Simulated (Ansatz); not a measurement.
BaSnO₃:
```yaml
crystal:
  lattice:
    - [4.17599, 0.00000, 0.00000]
    - [0.00000, 4.17599, 0.00000]
    - [0.00000, 0.00000, 4.17599]
  atoms:
    - { symbol: Ba, position: [0.00000, 0.00000, 0.00000] }
    - { symbol: Sn, position: [0.50000, 0.50000, 0.50000] }
    - { symbol: O, position: [0.00000, 0.50000, 0.50000] }
    - { symbol: O, position: [0.50000, 0.50000, 0.00000] }
    - { symbol: O, position: [0.50000, 0.00000, 0.50000] }
```

Relaxed with PBE.

Q: Which orbitals make up the states near the band edges in DFT-PBE in the program Ansatz with PAW potentials?

A: Top 1 eV of the valence band: O 2p 96 %. Bottom 1 eV of the conduction band: Sn 5s 55 %, O 2s 20 %, O 2p 19 %. Projections are on Löwdin-orthogonalised atomic valence shells; empty p or d shells of many metals are not among them.

Q: Tabulate the density of states.

A: States/eV per cell of 5 atoms, in 0.25 eV bins, energy from the valence-band maximum.

```tsv
E (eV)	total	O 2p	Sn 5s	Sn 5p
-7.85	0.32	0.18	0.13	0.01
-7.60	0.41	0.22	0.15	0.01
-7.35	0.49	0.27	0.17	0.02
-7.10	0.58	0.32	0.20	0.02
-6.85	0.78	0.43	0.26	0.03
-6.60	0.93	0.51	0.29	0.05
-6.35	0.84	0.47	0.25	0.05
-6.10	0.76	0.44	0.21	0.06
-5.85	0.66	0.39	0.16	0.07
-5.60	0.58	0.35	0.13	0.07
-5.35	0.49	0.30	0.09	0.06
-5.10	0.35	0.22	0.06	0.05
-4.85	0.24	0.15	0.03	0.04
-4.60	0.20	0.14	0.01	0.04
-4.35	2.02	1.47	0.01	0.48
-4.10	2.06	1.52	0.01	0.46
-3.85	1.44	1.07	0.02	0.29
-3.60	1.23	0.91	0.02	0.22
-3.35	1.11	0.83	0.02	0.18
-3.10	1.06	0.80	0.02	0.16
-2.85	1.09	0.85	0.02	0.14
-2.60	2.39	1.95	0.02	0.14
-2.35	3.13	2.59	0.01	0.13
-2.10	3.61	2.95	0.02	0.19
-1.85	2.18	1.82	0.02	0.11
-1.60	9.41	8.51	0.02	0.09
-1.35	6.61	6.13	0.01	0.07
-1.10	5.33	5.00	0.01	0.06
-0.85	7.64	7.27	0.01	0.05
-0.60	6.98	6.66	0.00	0.05
-0.35	4.59	4.42	0.00	0.03
-0.10	2.04	2.00	0.00	0.01
0.15	0.00	0.00	0.00	0.00
0.40	0.00	0.00	0.00	0.00
0.65	0.00	0.00	0.00	0.00
0.90	0.02	0.00	0.01	0.00
1.15	0.04	0.01	0.02	0.00
1.40	0.06	0.01	0.03	0.00
1.65	0.07	0.02	0.04	0.00
1.90	0.10	0.03	0.05	0.00
2.15	0.12	0.03	0.06	0.01
2.40	0.15	0.04	0.07	0.01
2.65	0.18	0.05	0.09	0.01
2.90	0.21	0.06	0.10	0.01
3.15	0.25	0.07	0.12	0.02
3.40	0.29	0.09	0.13	0.02
3.65	0.33	0.10	0.15	0.03
3.90	0.39	0.12	0.18	0.04
4.15	0.47	0.15	0.21	0.04
4.40	0.65	0.21	0.29	0.06
4.65	0.76	0.25	0.33	0.08
4.90	0.76	0.24	0.31	0.10
5.15	1.05	0.24	0.31	0.20
```

Space group Pm-3m (cubic perovskite). The PBE relaxation kept the symmetry of its start. Spin–orbit coupling is left out wherever it is not named.

Potentials: the later of the program's two PAW sets.
